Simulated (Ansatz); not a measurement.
**Electric field gradients in Si3N4 at a changed volume**

The cell is a COD entry, relaxed with PBE at fixed cell and then changed (volume scaled by 0.96, ions relaxed).

Space group I-43d (No. 220); a = 6.3872 Å.

```csv
site,Wyckoff,site symmetry,x,y,z
Si,12b,-4..,0.3750,0.5000,0.7500
N,16c,.3.,0.2792,0.2792,0.2792
```

One atom of each set is listed; the run and its k-mesh use a cell of 14 atoms with edges of 5.53, 5.53, 5.53 Å.

All values are calculated (Ansatz; DFT, PBE, plane waves and PAW, scalar-relativistic, 420 eV cutoff, Γ-centred 6×6×6 k-points, Fermi–Dirac smearing 0.02 eV), not measured.

Conventions: |V_zz| ≥ |V_yy| ≥ |V_xx|, η = (V_xx − V_yy)/V_zz, C_Q = eQV_zz/h.

N-14: I = 1, Q = 20.44 mb. Q values from Pyykkö, Mol. Phys. 116, 1328 (2018).

```
site  atoms     first shell  V_zz (10²¹ V/m²)     η  C_Q (MHz)
  Si      6   4 N at 1.73 Å              0.11  0.00          –
   N      8  3 Si at 1.73 Å             -5.42  0.00      -2.68
```

An axis of threefold or higher order runs through Si and N, so V_zz lies along it and η is zero.

Si has no stable isotope with a ground-state quadrupole moment in the table, so no C_Q is given.

At this changed cell the PBE pressure is 13 GPa.
